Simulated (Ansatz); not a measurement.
**Nb: do energies and stresses tell the same story?**

Computed with Ansatz, DFT PBEsol, scalar-relativistic, plane waves, PAW.

Cutoff 420 eV; k points 18×18×18 on the computed 1-atom cell (Γ-centred); Gaussian smearing, width 0.10 eV; no spin polarisation.

Relaxed cell: Fm-3m, a = 4.170 Å, b = 4.170 Å, c = 4.170 Å, α = 90.00°, β = 90.00°, γ = 90.00°, 1 atom in the primitive cell. This fcc form isn't the element's structure at ambient conditions.

Energies at zero smearing and pressures from the stress tensor, at volumes with shape and atoms relaxed:
```
V (Å³/atom) E − E(first) (meV/atom) P (GPa)
     17.045                     0.00    12.06
     17.589                   -29.79     5.62
     18.133                   -39.14     0.00
     18.677                   -30.57    -4.91
     19.221                    -6.39    -9.18
```

Check P = −dE/dV between neighbouring volumes, and get the bulk modulus from the pressures alone.

With 1 eV/Å³ = 160.2 GPa:
```tsv
middle V (Å³/atom)	−ΔE/ΔV (GPa)	mean P (GPa)
17.317	8.775	8.842
17.861	2.753	2.812
18.405	-2.523	-2.454
18.949	-7.122	-7.042
```

The two differ by 0.08 GPa at most. The mean of two end pressures misses the average over a step by about ΔV² P″/12, up to 0.07 GPa here; with that taken off 0.03 GPa remains. The stress is the derivative of the free energy, not of the energy at zero smearing, and with free energies 0.00 GPa remains. Around V = 18.133 Å³/atom, the two neighbours give B = −V ΔP/ΔV = 18.133 × 10.53 / 1.088 = 175.5 GPa, against B0 = 175.3 GPa from the Birch–Murnaghan fit of the energies.